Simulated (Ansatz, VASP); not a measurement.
## CdTe4 in VASP and in Ansatz

```
Cd Te
1.0
     5.59846    0.00000    0.00000
     0.00000    5.59846    0.00000
     0.00000    0.00000    5.59846
Cd Te
1 4
Direct
  0.00000 0.00000 0.00000
  0.00000 0.50000 0.50000
  0.50000 0.00000 0.50000
  0.50000 0.50000 0.00000
  0.50000 0.50000 0.50000
```

Alike in both runs: task relaxation of cell and atoms; functional PBE; k mesh 4 × 4 × 4; occupations gaussian, width 0.1 eV; no spin polarisation.

|  | VASP | Ansatz |
| --- | --- | --- |
| version | VASP 6.6.1 | Ansatz 0.2.0 |
| potentials or method | VASP PAW PBE potentials, release 64 (Cd, Te) | scalar-relativistic, plane waves, PAW |
| plane-wave cutoff (eV) | 600 | 420 |
| valence electrons in the cell | 36 | 84 |

Ansatz gave:

| Item | Value |
| --- | --- |
| gap on the k mesh at the Fermi level, each at its own relaxed structure (eV) | none |
| relaxed volume (Å³/atom) | 39.25 |
| relaxed cell length with the largest relative difference (Å) | 5.811 |
| energy change over the relaxation (meV/atom) | -55 |

Which values does VASP return?

gap on the k mesh at the Fermi level, each at its own relaxed structure (eV): none; relaxed volume (Å³/atom): 39.59; relaxed cell length with the largest relative difference (Å): 5.828; energy change over the relaxation (meV/atom): -55.

A gap of «none» marks a metal or a gap that the smearing closes. The two sets of potentials don't hold the same shells in valence.

Spin-orbit coupling is left out, which matters for the levels of Te.
